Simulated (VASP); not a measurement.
# SnSe (Fm-3m) in VASP: further runs, part 2 of 2

VASP 6.6.1.

**6. Single point, HSE06**

Contents of POSCAR:

```
SnSe
1.0
    0.0000000000      3.0100000000      3.0100000000
    3.0100000000      0.0000000000      3.0100000000
    3.0100000000      3.0100000000      0.0000000000
Sn Se
1 1
Direct
    0.0000000000      0.0000000000      0.0000000000
    0.5000000000      0.5000000000      0.5000000000
```

Contents of INCAR.step1:

```
SYSTEM = SnSe
PREC = Accurate
ENCUT = 350
EDIFF = 1E-5
ISMEAR = 0
SIGMA = 0.01
LREAL = .FALSE.
LASPH = .TRUE.
NELM = 100
ALGO = Normal
ISIF = 2
LWAVE = .TRUE.
LCHARG = .FALSE.
NKRED = 2
NBANDS = 18
GGA = PE
```

Contents of INCAR.step2:

```
SYSTEM = SnSe
PREC = Accurate
ENCUT = 350
EDIFF = 1E-6
ISMEAR = 0
SIGMA = 0.01
LREAL = .FALSE.
LASPH = .TRUE.
NELM = 100
ALGO = Normal
ISIF = 2
LWAVE = .FALSE.
LCHARG = .FALSE.
GGA = PE
LHFCALC = .TRUE.
HFSCREEN = 0.2
PRECFOCK = Fast
NKRED = 2
NBANDS = 18
ISTART = 1
```

Contents of KPOINTS:

```
regular mesh
0
G
  6 6 6
  0 0 0
```

Potentials or basis: VASP PAW PBE potentials, release 64 (Sn_d, Se).

Started as:

```
$ cat potpaw_PBE.64/Sn_d/POTCAR potpaw_PBE.64/Se/POTCAR > POTCAR
$ cp INCAR.step1 INCAR
$ mpirun -np 1 vasp_std > vasp.out
$ cp INCAR.step2 INCAR
$ mpirun -np 1 vasp_std > vasp.out
```

OUTCAR:

```text
SYSTEM = SnSe
   PREC = Accurate
   ENCUT = 350
   EDIFF = 1E-6
   ISMEAR = 0
   LREAL = .FALSE.
   LASPH = .TRUE.
   NELM = 100
   ISIF = 2
   GGA = PE
   LHFCALC = .TRUE.
   HFSCREEN = 0.2
   PRECFOCK = Fast
   NKRED = 2
   ISTART = 1

 Found     16 irreducible k-points:

 Following reciprocal coordinates:
            Coordinates               Weight
  0.000000  0.000000  0.000000      1.000000
  0.166667  0.000000  0.000000      8.000000
  0.333333  0.000000  0.000000      8.000000
  0.500000  0.000000  0.000000      4.000000
  0.166667  0.166667  0.000000      6.000000
  0.333333  0.166667  0.000000     24.000000
   k-points           NKPTS =     16   k-points in BZ     NKDIM =    216   number of bands    NBANDS=     18
   number of dos      NEDOS =    301   number of ions     NIONS =      2
   total plane-waves  NPLWV =  21952
   dimension x,y,z NGX =    28 NGY =   28 NGZ =   28
   dimension x,y,z NGXF=    56 NGYF=   56 NGZF=   56
   ions per type =               1   1
   NGX,Y,Z   is equivalent  to a cutoff of  10.94, 10.94, 10.94 a.u.
   NGXF,Y,Z  is equivalent  to a cutoff of  21.87, 21.87, 21.87 a.u.
 SYSTEM =  SnSe
   PREC   = accura    normal or accurate (medium, high low for compatibility)
   ISTART =      1    job   : 0-new  1-cont  2-samecut
   ICHARG =      0    charge: 1-file 2-atom 10-const
   ISPIN  =      1    spin polarized calculation?
   LNONCOLLINEAR =      F non collinear calculations
   LSORBIT =      F    spin-orbit coupling
   LASPH  =      T    aspherical Exc in radial PAW
   ENCUT  =  350.0 eV  25.72 Ry    5.07 a.u.   6.49  6.49  6.49*2*pi/ulx,y,z
   NELM   =    100;   NELMIN=  2; NELMDL=  0     # of ELM steps
   EDIFF  = 0.1E-05   stopping-criterion for ELM
   LREAL  =      F    real-space projection
   EDIFFG = 0.1E-04   stopping-criterion for IOM
   NSW    =      0    number of steps for IOM
   IBRION =     -1    ionic relax: 0-MD 1-quasi-New 2-CG
   NFREE  =      0    steps in history (QN), initial steepest desc. (CG)
   ISIF   =      2    stress and relaxation
   ISYM   =      3    0-nonsym 1-usesym 2-fastsym
   POTIM  = 0.5000    time-step for ionic-motion
[... 16 lines left out ...]
   GGA     = PE    functional components
   LHFCALC =     T    Hartree Fock is set to
   PRECFOCK=fast      Normal, Fast or Accurate (Low or Medium for compatibility)
   ENCUT4O =  -1.0   cutoff for four orbital integrals eV
   NKREDX  =     2    reduce k-point grid by
   NKREDY  =     2    reduce k-point grid by
   NKREDZ  =     2    reduce k-point grid by
   AEXX    =    0.2500 exact exchange contribution
   HFSCREEN=    0.2000 screening length (either q_TF or 0.3 A-1)
   HFSCREENC=   0.2000 screening length for correlation (either q_TF or 0.3 A-1)
   ENCUTFOCK=  -1.0 apply spherical cutoff to Coloumb kernel
   IVDW    =     0    specifies the selected vdW correction
   LEPSILON=     F    determine dielectric tensor
   LRPA    =     F    only Hartree local field effects (RPA)
 non-spin polarized calculation
 Gauss-broadening in eV      SIGMA  =   0.01
  energy-cutoff  :      350.00
  volume of cell :       54.54
 maximum number of plane-waves:       869
 NGX is ok and might be reduce to    28
  NGX = 16; NGY = 16; NGZ = 16

 number of electron      19.9999997 magnetization

 Free energy of the ion-electron system (eV)
  ---------------------------------------------------
  ext. energy  EPLUGINS =         0.00000000
  ---------------------------------------------------
  free energy    TOTEN  =        -9.82049948 eV

  energy without entropy =       -9.82049948  energy(sigma->0) =       -9.82049948

 E-fermi :   5.5894     XC(G=0):  -7.9872

 val. band max:        5.5181663776   @ k =   0.5000   0.0000   0.0000
 cond. band min:       6.1531385536   @ k =   0.5000   0.0000   0.0000
 fundamental gap:      0.6349721760
 Fermi energy:         5.5893612130

 k-point     1 :       0.0000    0.0000    0.0000
  band No.  band energies     occupation
      1     -18.5120      2.00000
      2     -18.5120      2.00000
      3     -18.5078      2.00000
      4     -18.5078      2.00000
      5     -18.5078      2.00000
      6     -10.0521      2.00000
[... 103 lines left out ...]
      5     -18.4968      2.00000
      6      -9.3560      2.00000
[... 10 lines left out ...]
     17      16.8689      0.00000
     18      17.2533      0.00000

 [... further k-points ...]

------------------------ aborting loop because EDIFF is reached ----------------------------------------

  FORCE on cell =-STRESS in cart. coord.  units (eV):
  Direction    XX          YY          ZZ          XY          YZ          ZX
  --------------------------------------------------------------------------------------
  -------------------------------------------------------------------------------------
  Total       -0.3791081     -0.3791081     -0.3791081      0.0000000      0.0000000     -0.0000000
  in kB      -11.1363844    -11.1363844    -11.1363844      0.0000000      0.0000000     -0.0000000
  external PRESSURE =     -11.1363844 kB  Pullay stress =       0.0000000 kB

 VOLUME and BASIS-vectors are now :
 -----------------------------------------------------------------------------
  energy-cutoff  :      350.00
  volume of cell :       54.54
      direct lattice vectors                 reciprocal lattice vectors
     0.000000000  3.010000000  3.010000000    -0.166112957  0.166112957  0.166112957
     3.010000000  0.000000000  3.010000000     0.166112957 -0.166112957  0.166112957
     3.010000000  3.010000000  0.000000000     0.166112957  0.166112957 -0.166112957

 POSITION                                       TOTAL-FORCE (eV/Angst)
 -----------------------------------------------------------------------------------
      0.00000      0.00000      0.00000         0.000000     -0.000000      0.000000
      3.01000      3.01000      3.01000        -0.000000      0.000000     -0.000000
 -----------------------------------------------------------------------------------
    total drift:                               -0.000005      0.000008      0.000006

  FREE ENERGIE OF THE ION-ELECTRON SYSTEM (eV)
  ---------------------------------------------------
  free  energy   TOTEN  =        -9.8204994829 eV

  energy  without entropy=       -9.8204994829  energy(sigma->0) =       -9.82049948
```

OUTCAR.step1:

```text
SYSTEM = SnSe
   PREC = Accurate
   ENCUT = 350
   EDIFF = 1E-5
   ISMEAR = 0
   LREAL = .FALSE.
   LASPH = .TRUE.
[... 239 lines left out ...]
      0.00000      0.00000      0.00000        -0.000000      0.000000     -0.000000
      3.01000      3.01000      3.01000         0.000000     -0.000000      0.000000
 -----------------------------------------------------------------------------------
    total drift:                               -0.000000      0.000000      0.000000

  FREE ENERGIE OF THE ION-ELECTRON SYSTEM (eV)
  ---------------------------------------------------
  free  energy   TOTEN  =        -8.2338123494 eV

  energy  without entropy=       -8.2338123494  energy(sigma->0) =       -8.23381235
```

Run time: 5.4 min. Hardware: 1 thread of AMD EPYC 7R43 (Zen 3), shared host; peak memory 0.23 GiB.

The run converged, but some of its settings lie outside the range that counts as converged, so its numbers aren't taken as properties of the crystal.

Results:

| Quantity | Value |
| --- | --- |
| Free energy | -9.8205 eV |
| Pressure | -1.1 GPa |
| Band gap on the k mesh | 0.63 eV, direct |

Caveat: the PAW data sets were made with another functional, which shifts forces and pressure a little; spin-orbit coupling is left out, which moves the levels of the heavy elements.

**7. For comparison**

An earlier run on the cell as given: functional PBEsol; potentials or basis VASP PAW PBE potentials, release 64 (Sn_d, Se); cutoff 520 eV; k mesh 8 × 8 × 8; occupations fermi-dirac, width 0.05 eV; no spin polarisation.

* Pressure: -1.9 GPa
* Band gap on the k mesh: 0.65 eV, direct
